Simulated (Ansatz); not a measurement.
# ZnS (P6_3mc), symmetry broken, then relaxed

The calculation used Ansatz 0.2.0, DFT PBE, scalar-relativistic, plane waves, PAW. Settings: plane waves to 420 eV, k-mesh 6×6×2 (Γ-centred), Gaussian smearing 0.05 eV. No spin polarisation. Energies are free energies at this smearing, counted from the undisturbed cell; pressure is positive in compression.

Reference structure (relaxed at this level):

```xyz
12
Lattice="3.8470 0.0000 0.0000 -1.9235 3.3316 0.0000 0.0000 0.0000 18.8731" Properties=species:S:1:pos:R:3 pbc="T T T"
Zn    0.0000    0.0000    0.0006
Zn    0.0000    0.0000    9.4371
Zn    0.0000    2.2211    3.1478
Zn    1.9235    1.1105   12.5844
Zn    1.9235    1.1105    6.2899
Zn    0.0000    2.2211   15.7264
S     0.0000    0.0000    2.3613
S     0.0000    0.0000   11.7979
S     0.0000    2.2211    5.5042
S     1.9235    1.1105   14.9408
S     1.9235    1.1105    8.6468
S     0.0000    2.2211   18.0834
```

The atoms are displaced (Å, in the unstrained cell):

```tsv
atom	ux	uy	uz
Zn1	0.001	-0.004	-0.004
Zn2	-0.001	0.012	-0.014
Zn3	-0.003	-0.001	0.005
Zn4	0.003	0.022	-0.004
Zn5	-0.001	-0.010	-0.003
Zn6	-0.007	0.007	0.007
S7	0.013	0.000	0.003
S8	-0.021	-0.011	-0.002
S9	0.009	-0.004	0.014
S10	0.000	0.001	-0.002
S11	0.004	-0.008	-0.001
S12	0.002	-0.006	0.003
```

The cell is strained by (-0.0019, -0.0046, 0.0065, 0.0103, 0.0166, -0.0126) (xx, yy, zz, yz, xz, xy; engineering shear). Cell and atoms are then relaxed.

**Question.** Does the relaxation return to the undisturbed structure?

**Answer.** Yes (up to a choice of domain or origin): same space group and volume, and an energy 0.0 meV/atom from it. The disturbance itself cost 2.6 meV/atom. The final space group reads P6_3mc (tolerance 0.05 Å) and the volume changes by 0.08 %.

Final structure:

```
Zn S
1.0
     3.84867   -0.00027    0.00031
    -1.92457    3.33278    0.00001
     0.00157    0.00093   18.87473
Zn S
6 6
Direct
  0.99994 0.99987 0.00002
  0.00017 0.00019 0.50001
  0.33365 0.66625 0.16677
  0.66650 0.33401 0.66675
  0.66684 0.33282 0.33327
  0.33290 0.66689 0.83326
  0.00030 0.99959 0.12515
  0.99982 0.00061 0.62512
  0.33351 0.66616 0.29165
  0.66627 0.33358 0.79164
  0.66684 0.33346 0.45817
  0.33327 0.66657 0.95818
```

The relaxation, step by step (energy from the first step; small jumps at an unchanged geometry come where the plane waves are selected anew for the new cell):

| step | ΔE (meV/atom) | largest force component (eV/Å) | pressure (GPa) |
| --- | --- | --- | --- |
| 1 | 0.0 | 0.245 | 0.10 |
| 2 | -2.0 | 0.159 | 0.03 |
| 3 | -2.6 | 0.005 | -0.01 |
| 4 | -2.6 | 0.005 | -0.01 |

Cost: 3 runs of about 2.6 core-minutes in all, on Intel Xeon 6975P-C (Granite Rapids) (shared hosts).